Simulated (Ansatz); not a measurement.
The calculation used DFT PBE, scalar-relativistic, plane waves, PAW (Ansatz). Settings: cutoff 420 eV, Γ-centred meshes spaced at most about 0.3 Å⁻¹, and about 0.25 Å⁻¹ or finer for metals (2π included), Gaussian smearing. No spin polarisation in the final relaxations.

These are static total energies at zero pressure.

Two forms of Ga were relaxed alike.

A.

```cif
data_structure
_symmetry_space_group_name_H-M 'P-6m2'
_symmetry_Int_Tables_number 187
_cell_length_a 2.9165
_cell_length_b 2.9165
_cell_length_c 7.8290
_cell_angle_alpha 90.000
_cell_angle_beta 90.000
_cell_angle_gamma 120.000
_cell_volume 57.67
loop_
_atom_site_label
_atom_site_type_symbol
_atom_site_symmetry_multiplicity
_atom_site_Wyckoff_symbol
_atom_site_fract_x
_atom_site_fract_y
_atom_site_fract_z
_atom_site_occupancy
Ga1 Ga 2 i 0.66667 0.33333 0.67611 1
Ga2 Ga 1 a 0.00000 0.00000 0.00000 1
```

B.

```cif
data_structure
_symmetry_space_group_name_H-M 'Pm-3m'
_symmetry_Int_Tables_number 221
_cell_length_a 2.7165
_cell_length_b 2.7165
_cell_length_c 2.7165
_cell_angle_alpha 90.000
_cell_angle_beta 90.000
_cell_angle_gamma 90.000
_cell_volume 20.05
loop_
_atom_site_label
_atom_site_type_symbol
_atom_site_symmetry_multiplicity
_atom_site_Wyckoff_symbol
_atom_site_fract_x
_atom_site_fract_y
_atom_site_fract_z
_atom_site_occupancy
Ga1 Ga 1 b 0.50000 0.50000 0.50000 1
```

**Question.** Which would you expect to be lower, and how large is the difference?

**Answer.** A is lower, by 52 meV/atom. A has space group P-6m2 (No. 187), 19.2 Å³/atom and no gap on its mesh; B has the simple cubic type, space group Pm-3m (No. 221), 20.0 Å³/atom and no gap. Counting all near atoms (those within 1.25 times the shortest distance at each site; a slash parts the counts of unlike sites), A has Ga 10/12 and B has Ga 6. The denser one is the lower, and pressure would at first widen the difference. In A, Ga on a site of symmetry 3m has 10 Ga at 2.76–3.04 Å; Ga on a site of symmetry -6m2 is surrounded by 12 Ga at 2.92–3.04 Å. In B, Ga is surrounded by 6 Ga at 2.72 Å. Both come from invented guesses. The part of the Crystallography Open Database at hand lists Ga in space groups No. 15, 63, 64, 139, 166 and others; no cell shown has one of them.

Cells relaxed within their symmetry can be saddle points.
